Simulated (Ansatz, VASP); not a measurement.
## Two plane-wave programs on As

```
CELL_PARAMETERS angstrom
2.70368 0.00000 0.00000
0.00000 2.70368 0.00000
0.00000 0.00000 2.70368
ATOMIC_POSITIONS crystal
As 0.50000 0.50000 0.50000
```

This isn't the form of As at room conditions, which is rhombohedral.

Alike in both runs: task relaxation of cell and atoms; functional PBEsol; k mesh 10 × 10 × 10; occupations fermi-dirac, width 0.05 eV; no spin polarisation.

|  | VASP | Ansatz |
| --- | --- | --- |
| version | VASP 6.6.1 | Ansatz 0.2.0 |
| potentials or method | VASP PAW PBE potentials, release 64 (As) | Ansatz PAW |
| plane-wave cutoff (eV) | 600 | 420 |
| valence electrons in the cell | 5 | 15 |

```tsv
	VASP	Ansatz	Ansatz less VASP
gap on the k mesh at the Fermi level, each at its own relaxed structure (eV)	none	none	-
relaxed volume (Å³/atom)	19.48	19.42	-0.067
relaxed cell length with the largest relative difference (Å)	2.691	2.688	-0.0031
energy change over the relaxation (meV/atom)	-1	-2	-0.6
```

A gap of «none» marks a metal or a gap that the smearing closes. The two sets of potentials don't hold the same shells in valence.

Caveats: the PAW data sets were made with another functional, which shifts forces and pressure a little (VASP); the plane-wave basis is chosen anew once the cell has moved, so the energies of steps on either side of that aren't comparable (Ansatz); the PAW data sets come from PBE, with cores solved anew for the run's functional, which leaves a small shift of forces and pressure (Ansatz).
